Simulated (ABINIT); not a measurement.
## NaH (Fm-3m): G0W0 in ABINIT against the k mesh

Wanted: the cheapest k mesh that holds the gap of NaH (Fm-3m).

Method: PBE and many-body steps on it, plane waves, in ABINIT 10.8.3.

### 1. Set-up

Symmetry: Fm-3m, No. 225, cubic system. Conventional cell: a = 4.773 Å, b = 4.773 Å, c = 4.773 Å, α = 90.00°, β = 90.00°, γ = 90.00°. Na has 6 H at 2.39 Å nearest. Nearest to H lie 6 Na at 2.39 Å. Farther neighbours are not listed.

Structure file:

```cif
data_structure
_symmetry_space_group_name_H-M 'P 1'
_symmetry_Int_Tables_number 1
_cell_length_a 3.3749
_cell_length_b 3.3749
_cell_length_c 3.3749
_cell_angle_alpha 60.000
_cell_angle_beta 60.000
_cell_angle_gamma 60.000
_cell_volume 27.18
loop_
_atom_site_label
_atom_site_type_symbol
_atom_site_fract_x
_atom_site_fract_y
_atom_site_fract_z
_atom_site_occupancy
Na1 Na 0.00000 0.00000 0.00000 1
H2 H 0.50000 0.50000 0.50000 1
```

The cell and positions are those that the Materials Project relaxed with its own functionals (PBE, PBE+U or r2SCAN), kept fixed.

### 2. Empty states on the mesh, 4×4×4 mesh, 94 bands

This step: ABINIT 10.8.3; DFT, PBE, plane waves, norm-conserving pseudopotentials.

The sums over transitions need many empty states on a uniform mesh; this step solves for them.

run.abi

```
acell 3*1.0 Angstrom
rprim 
  -0.000000000000 2.386421665200 2.386421665200
  2.386421665200 -0.000000000000 2.386421665200
  2.386421665200 2.386421665200 -0.000000000000
ntypat 2
znucl 11 1
natom 2
typat 1 2
xred 
  0.000000000000 0.000000000000 0.000000000000
  0.500000000000 0.500000000000 0.500000000000
pp_dirpath "pseudos"
pseudos "Na.upf, H.upf"
ecut 38
ngkpt 4 4 4
nshiftk 1
shiftk 0 0 0
kptopt 1
chksymbreak 0
irdden 1
istwfk *1
nband 94
prtvol 0
optdriver 6
gwr_task "HDIAGO"
paral_kgb 0
occopt 1
indata_prefix "in"
outdata_prefix "out"
tmpdata_prefix "tmp"
```

Launch:

```
> OMP_NUM_THREADS=1 mpirun -n 4 abinit run.abi > log
```

Numbers of over 12 decimals in the logs are rounded to 6 here.

Log:

```text
.Version 10.8.3 of ABINIT. v10.8.2 released Aug 2026.

 Symmetries : space group Fm -3 m (#225); Bravais cF (face-center cubic)
[... echo of the input left out ...]
== DATASET  1 ==================================================================
-   mpi_nproc: 4, omp_nthreads: 1 (-1 if OMP is not activated)

--- !DatasetInfo
iteration_state: {dtset: 1, }
dimensions: {natom: 2, nkpt: 8, mband: 94, nsppol: 1, nspinor: 1, nspden: 1, mpw: 2085, }
cutoff_energies: {ecut:  38.0, pawecutdg:  -1.0, }
[...]
Indirect band gap semiconductor
 Fundamental gap:     3.829 (eV)
   VBM:    -0.504 (eV) at k: [-2.5000E-01,  5.0000E-01,  2.5000E-01]
   CBM:     3.325 (eV) at k: [ 5.0000E-01,  0.0000E+00,  0.0000E+00]
 Direct gap:         4.708 (eV) at k: [ 5.0000E-01,  0.0000E+00,  0.0000E+00]

== END DATASET(S) ==============================================================
================================================================================

 -outvars: echo values of variables after computation  --------
           etotal      0.0000000000E+00
            nband          94
             nkpt           8
          spgroup         225
 [... the other variables as echoed above ...]

 Calculation completed.
```

Elapsed: 17 s, on 4 MPI ranks of Arm Neoverse V1, shared host; peak memory 1.1 GiB; 69 s of CPU time.

This step gave:

```
gap                                                           : 3.829 eV
k of the valence top                                          : -0.25, 0.5, 0.25
k of the conduction bottom                                    : 0.5, 0, 0
least direct gap                                              : 4.708 eV
k points computed                                             : 8
lowest point of the top converged band, above the valence top : 110.5533 eV
```

On this mesh the gap is 3.829 eV.

The density comes from a self-consistent run that is not shown.

### 3. Empty states on the mesh, 2×2×2 mesh, 29 bands

Edit run.abi of step 2 so:

```diff
@@ -15,3 +15,3 @@
 ecut 38
-ngkpt 4 4 4
+ngkpt 2 2 2
 nshiftk 1
@@ -20,10 +20,10 @@
 chksymbreak 0
+iscf -2
 irdden 1
 istwfk *1
-nband 94
+nband 29
+nbdbuf 4
+tolwfr 1e-09
+nstep 60
 prtvol 0
-optdriver 6
-gwr_task "HDIAGO"
-paral_kgb 0
-occopt 1
 indata_prefix "in"
```

Log:

```text
.Version 10.8.3 of ABINIT. v10.8.2 released Aug 2026.

 Symmetries : space group Fm -3 m (#225); Bravais cF (face-center cubic)
[... echo of the input left out ...]
== DATASET  1 ==================================================================
-   mpi_nproc: 4, omp_nthreads: 1 (-1 if OMP is not activated)
-    --> not optimal distribution: autoparal keyword recommended in input file <--

--- !DatasetInfo
iteration_state: {dtset: 1, }
dimensions: {natom: 2, nkpt: 3, mband: 29, nsppol: 1, nspinor: 1, nspden: 1, mpw: 2085, }
cutoff_energies: {ecut:  38.0, pawecutdg:  -1.0, }
[...]
0.56757    0.59999    0.59999    0.59999    0.63341    0.76428    0.76428    0.88343
   0.88343    0.88343    1.20892    1.63758    1.63758    1.63758    1.72294    1.72294
   1.75410    1.75410    1.75410    1.75862    1.82764
 prteigrs : prtvol=0 or 1, do not print more k-points.

== END DATASET(S) ==============================================================
================================================================================

 -outvars: echo values of variables after computation  --------
            nband          29
             nkpt           3
          spgroup         225
 [... the other variables as echoed above ...]

 Calculation completed.
```

It took 2.4 s on 4 MPI ranks; peak memory 0.07 GiB.

Numbers from this step:

```
gap                                                           : 4.012 eV
k of the valence top                                          : 0.5, 0.5, 0
k of the conduction bottom                                    : 0.5, 0, 0
least direct gap                                              : 4.708 eV
k points computed                                             : 3
lowest point of the top converged band, above the valence top : 38.39 eV
```

On this mesh the gap is 4.012 eV.

### 4. Empty states on the mesh, 6×6×6 mesh, 29 bands

Edit run.abi of step 3 so:

```diff
@@ -15,3 +15,3 @@
 ecut 38
-ngkpt 2 2 2
+ngkpt 6 6 6
 nshiftk 1
```

Log:

```text
.Version 10.8.3 of ABINIT. v10.8.2 released Aug 2026.

 Symmetries : space group Fm -3 m (#225); Bravais cF (face-center cubic)
[... echo of the input left out ...]
== DATASET  1 ==================================================================
-   mpi_nproc: 4, omp_nthreads: 1 (-1 if OMP is not activated)

--- !DatasetInfo
iteration_state: {dtset: 1, }
dimensions: {natom: 2, nkpt: 16, mband: 29, nsppol: 1, nspinor: 1, nspden: 1, mpw: 2085, }
cutoff_energies: {ecut:  38.0, pawecutdg:  -1.0, }
[...]
0.56757    0.59999    0.59999    0.59999    0.63341    0.76428    0.76428    0.88343
   0.88343    0.88343    1.20892    1.63758    1.63758    1.63758    1.72294    1.72294
   1.75410    1.75410    1.75410    1.75862    1.82764
 prteigrs : prtvol=0 or 1, do not print more k-points.

== END DATASET(S) ==============================================================
================================================================================

 -outvars: echo values of variables after computation  --------
            nband          29
             nkpt          16
          spgroup         225
 [... the other variables as echoed above ...]

 Calculation completed.
```

The job ended after 4.3 s (4 MPI ranks; peak memory 0.25 GiB; 17 s of CPU time).

This step gave:

```yaml
gap: 3.877 eV
k_of_the_valence_top: -0.3333, 0.5, 0.1667
k_of_the_conduction_bottom: 0.5, 0, 0
least_direct_gap: 4.708 eV
k_points_computed: 16
lowest_point_of_the_top_converged_band_above_the_valence_top: 38.26 eV
```

On this mesh the gap is 3.877 eV.

### 5. Screening, 2×2×2 mesh, 25 bands, screening to 130.6 eV

The RPA dielectric matrix is built and inverted for each q.

This step: RPA screening on PBE, plane waves, norm-conserving pseudopotentials.

Edit run.abi of step 4 so:

```diff
@@ -15,3 +15,3 @@
 ecut 38
-ngkpt 6 6 6
+ngkpt 2 2 2
 nshiftk 1
@@ -20,10 +20,11 @@
 chksymbreak 0
-iscf -2
-irdden 1
 istwfk *1
-nband 29
-nbdbuf 4
-tolwfr 1e-09
-nstep 60
-prtvol 0
+occopt 1
+irdwfk 1
+optdriver 3
+nband 25
+ecuteps 4.8
+inclvkb 2
+awtr 1
+symchi 1
 indata_prefix "in"
```

Log:

```text
.Version 10.8.3 of ABINIT. v10.8.2 released Aug 2026.

 Symmetries : space group Fm -3 m (#225); Bravais cF (face-center cubic)
[... echo of the input left out ...]
== DATASET  1 ==================================================================
-   mpi_nproc: 4, omp_nthreads: 1 (-1 if OMP is not activated)

--- !DatasetInfo
iteration_state: {dtset: 1, }
dimensions: {natom: 2, nkpt: 3, mband: 25, nsppol: 1, nspinor: 1, nspden: 1, mpw: 2085, }
cutoff_energies: {ecut:  38.0, pawecutdg:  -1.0, }
electrons: {nelect:   1.00000000E+01, charge:   0.00000000E+00, occopt:   1.00000000E+00, tsmear:   1.00000000E-02, }

 SCREENING: Calculation of the susceptibility and dielectric matrices

 Based on a program developped by R.W. Godby, V. Olevano, G. Onida, and L. Reining.
 Incorporated in ABINIT by V. Olevano, G.-M. Rignanese, and M. Torrent.
.Using double precision arithmetic ; gwpc =  8

[... cell and pseudopotentials left out ...]
--------------------------------------------------------------------------------

 ==== K-mesh for the wavefunctions ====
 Number of points in the irreducible wedge :     3
[... list of points left out ...]
 Together with 48 symmetry operations and time-reversal symmetry
 yields     8 points in the full Brillouin Zone.

 ==== Q-mesh for the screening function ====
 Number of points in the irreducible wedge :     3
[... list of points left out ...]
 Together with 48 symmetry operations and time-reversal symmetry
 yields     8 points in the full Brillouin Zone.

 setmesh: FFT mesh size selected  =    24x   24x   24
          total number of points  =        13824

 vcoul_init : cutoff-mode = AUXILIARY_FUNCTION
 q-points for optical limit:   1
     1)      0.000010    0.000020    0.000030

- screening: taking advantage of time-reversal symmetry
- Maximum band index for partially occupied states nbvw = 5
- Remaining bands to be divided among processors   nbcw = 20
- Number of bands treated by each node ~5

 Number of electrons calculated from density =   10.0000; Expected =   10.0000
 average of density, n =  0.054517
 r_s =    1.6360
 omega_plasma =   22.5228 [eV]

 calculating chi0 at frequencies [eV] :
  1    0.000000E+00    0.000000E+00
  2    0.000000E+00    2.252276E+01

--------------------------------------------------------------------------------
  q-point number  1        q = ( 0.000000, 0.000000, 0.000000) [r.l.u.]
--------------------------------------------------------------------------------
[... chi0 elements left out ...]
 For q-point:  0.000010 0.000020 0.000030
  dielectric constant =   5.1331
  dielectric constant without local fields =   5.7931

  Average fulfillment of the sum rule on Im[epsilon] for q-point    1 :     28.75  [%]
[... wings left out ...]
  q-point number  2        q = ( 0.500000, 0.000000, 0.000000) [r.l.u.]
--------------------------------------------------------------------------------
[... chi0 elements left out ...]
  Average fulfillment of the sum rule on Im[epsilon] for q-point    2 :     36.76  [%]

 [... 1 further q-points ...]
```

It took 1.8 s on 4 MPI ranks; peak memory 0.08 GiB.

Numbers from this step:

```
ε∞ with local fields, on this mesh, along the program's q direction : 5.133
the same without local fields                                       : 5.793
plasma frequency                                                    : 22.52 eV
plane waves in the screening matrix                                 : 89
```

Local fields lower ε∞ by 11 %. On a Γ-centred mesh this coarse the value itself is usually too large, while a short band sum pulls it down.

### 6. 2×2×2

This step: G0W0 on PBE, plane waves, norm-conserving pseudopotentials.

Edit run.abi of step 5 so:

```diff
@@ -23,8 +23,19 @@
 irdwfk 1
-optdriver 3
+optdriver 4
 nband 25
+gwcalctyp 0
+ecutsigx 38
+symsigma 1
+nkptgw 3
+kptgw 
+  0.5000000000 0.5000000000 0.0000000000
+  0.5000000000 0.0000000000 0.0000000000
+  0.0000000000 0.0000000000 0.0000000000
+bdgw 
+  3 7
+  3 7
+  2 9
 ecuteps 4.8
-inclvkb 2
-awtr 1
-symchi 1
+irdscr 1
+ppmodel 1
 indata_prefix "in"
```

Log:

```text
.Version 10.8.3 of ABINIT. v10.8.2 released Aug 2026.

 Symmetries : space group Fm -3 m (#225); Bravais cF (face-center cubic)
[... echo of the input left out ...]
== DATASET  1 ==================================================================
-   mpi_nproc: 4, omp_nthreads: 1 (-1 if OMP is not activated)

--- !DatasetInfo
iteration_state: {dtset: 1, }
dimensions: {natom: 2, nkpt: 3, mband: 25, nsppol: 1, nspinor: 1, nspden: 1, mpw: 2085, }
cutoff_energies: {ecut:  38.0, pawecutdg:  -1.0, }
electrons: {nelect:   1.00000000E+01, charge:   0.00000000E+00, occopt:   1.00000000E+00, tsmear:   1.00000000E-02, }

 SIGMA: Calculation of the GW corrections

 Based on a program developped by R.W. Godby, V. Olevano, G. Onida, and L. Reining.
 Incorporated in ABINIT by V. Olevano, G.-M. Rignanese, and M. Torrent.
.Using double precision arithmetic ; gwpc =  8

[... cell and pseudopotentials left out ...]
--------------------------------------------------------------------------------

 ==== K-mesh for the wavefunctions ====
 Number of points in the irreducible wedge :     3
[... list of points left out ...]
 Together with 48 symmetry operations and time-reversal symmetry
 yields     8 points in the full Brillouin Zone.

 ==== Q-mesh for screening function ====
 Number of points in the irreducible wedge :     3
[... list of points left out ...]
 Together with 48 symmetry operations and time-reversal symmetry
 yields     8 points in the full Brillouin Zone.

 vcoul_init : cutoff-mode = AUXILIARY_FUNCTION
 q-points for optical limit:   1
     1)      0.000010    0.000020    0.000030
 setmesh: FFT mesh size selected  =    36x   36x   36
          total number of points  =        46656

 Number of electrons calculated from density =   10.0000; Expected =   10.0000
 average of density, n =  0.054517
 r_s =    1.6360
 omega_plasma =   22.5228 [eV]

 === KS Band Gaps ===
  >>>> For spin  1
   Minimum direct gap =   4.7080 [eV], located at k-point      :   0.5000  0.0000  0.0000
   Fundamental gap    =   4.0122 [eV], Top of valence bands at :   0.5000  0.5000  0.0000
                                       Bottom of conduction at :   0.5000  0.0000  0.0000
 SIGMA fundamental parameters:
 PLASMON POLE MODEL  1
 number of plane-waves for SigmaX                 2085
 number of plane-waves for SigmaC and W             89
 number of plane-waves for wavefunctions          2085
 number of bands                                    25
 number of independent spin polarizations            1
 number of spinorial components                      1
 number of k-points in IBZ                           3
 number of q-points in IBZ                           3
 number of symmetry operations                      48
 number of k-points in BZ                            8
 number of q-points in BZ                            8
 number of frequencies for dSigma/dE                 9
 frequency step for dSigma/dE [eV]                0.25
 number of omega for Sigma on real axis              0
 max omega for Sigma on real axis  [eV]           0.00
 zcut for avoiding poles [eV]                     0.10

 EPSILON^-1 parameters (SCR file):
 dimension of the eps^-1 matrix on file             89
 dimension of the eps^-1 matrix used                89
 number of plane-waves for wavefunctions          2085
 number of bands                                    25
 number of q-points in IBZ                           3
 number of frequencies                               2
 number of real frequencies                          1
 number of imag frequencies                          1

 matrix elements of self-energy operator (all in [eV])

 Perturbative Calculation

--- !SelfEnergy_ee
iteration_state: {dtset: 1, }
kpoint     : [   0.500,    0.500,    0.000, ]
spin       : 1
KS_gap     :    4.893
QP_gap     :    6.587
Delta_QP_KS:    1.694
data: !SigmaeeData |
     Band     E0 <VxcDFT>   SigX SigC(E0)      Z dSigC/dE  Sig(E)    E-E0       E
        3 -22.615 -29.037 -40.010   5.642   0.779  -0.283 -33.190  -4.154 -26.768
        4 -22.615 -29.037 -40.010   5.642   0.779  -0.283 -33.190  -4.154 -26.768
        5  -0.687 -10.572 -14.046   2.354   0.780  -0.283 -11.444  -0.873  -1.560
        6   4.206  -7.575  -3.238  -3.328   0.814  -0.229  -6.754   0.821   5.027
        7   9.705  -5.717  -1.118  -4.244   0.729  -0.373  -5.458   0.259   9.964

--- !SelfEnergy_ee
iteration_state: {dtset: 1, }
kpoint     : [   0.500,    0.000,    0.000, ]
spin       : 1
KS_gap     :    4.708
QP_gap     :    6.426
Delta_QP_KS:    1.718
data: !SigmaeeData |
     Band     E0 <VxcDFT>   SigX SigC(E0)      Z dSigC/dE  Sig(E)    E-E0       E
        3 -22.592 -29.097 -40.074   5.644   0.749  -0.335 -33.091  -3.994 -26.586
[...]
--- !SelfEnergy_ee
iteration_state: {dtset: 1, }
kpoint     : [   0.000,    0.000,    0.000, ]
spin       : 1
KS_gap     :   14.468
QP_gap     :   16.946
Delta_QP_KS:    2.479
data: !SigmaeeData |
     Band     E0 <VxcDFT>   SigX SigC(E0)      Z dSigC/dE  Sig(E)    E-E0       E
[...]
7  15.444  -6.289  -1.206  -5.316   0.759  -0.317  -6.466  -0.177  15.268
        8  15.444  -6.289  -1.206  -5.316   0.759  -0.317  -6.466  -0.177  15.268
        9  15.444  -6.289  -1.206  -5.316   0.759  -0.317  -6.466  -0.177  15.268

 New Fermi energy :        4.661955E-02 Ha ,    1.268583E+00 eV

 === QP Band Gaps ===
  >>>> For spin  1
   Minimum direct gap =   6.4257 [eV], located at k-point      :   0.5000  0.0000  0.0000
   Fundamental gap    =   5.6571 [eV], Top of valence bands at :   0.5000  0.5000  0.0000
                                       Bottom of conduction at :   0.5000  0.0000  0.0000

== END DATASET(S) ==============================================================
================================================================================

 -outvars: echo values of variables after computation  --------
           etotal      0.0000000000E+00
            nband          25
             nkpt           3
          spgroup         225
 [... the other variables as echoed above ...]

 Calculation completed.
```

Wall time 2.2 s (4 MPI ranks); peak memory 0.11 GiB; 8.7 s of CPU time.

This step gave:

| Item | Value |
| --- | --- |
| G0W0 gap on the points computed | 5.657 eV |
| starting gap on the mesh | 4.012 eV |
| k of the valence top | 0.5, 0.5, 0 |
| k of the conduction bottom | 0.5, 0, 0 |
| Z at the valence top | 0.78 |
| Z at the conduction bottom | 0.812 |
| least direct G0W0 gap on the computed points | 6.426 eV |

(Continued in part 2 of 2.)

[Paths, hosts, dates, memory and timing lines, banners, echoed tables and standing remarks are left out of the program output.]

[Logs are printed without paths, hosts, clocks, repeated set-up lines and the standing remarks that a program may print on its own settings, such as how far it seeks lower states.]

[Runs of the session that timed out or met a known fault of the program may be left out.]

[Hosts, paths, dates, database ids (printed as entryN), source tags and the programs' standing remarks are cut or masked in the printed files.]

[G0W0 gaps are taken among the corrected bands and points alone; a level outside them can change the order at an edge.]

[Where Ansatz stands beside ABINIT at settings called matched, ABINIT's density can come from a denser mesh and the files from another edition; pairs whose starting gaps differed by over 0.03 eV were left out, so agreement reads better than it is.]
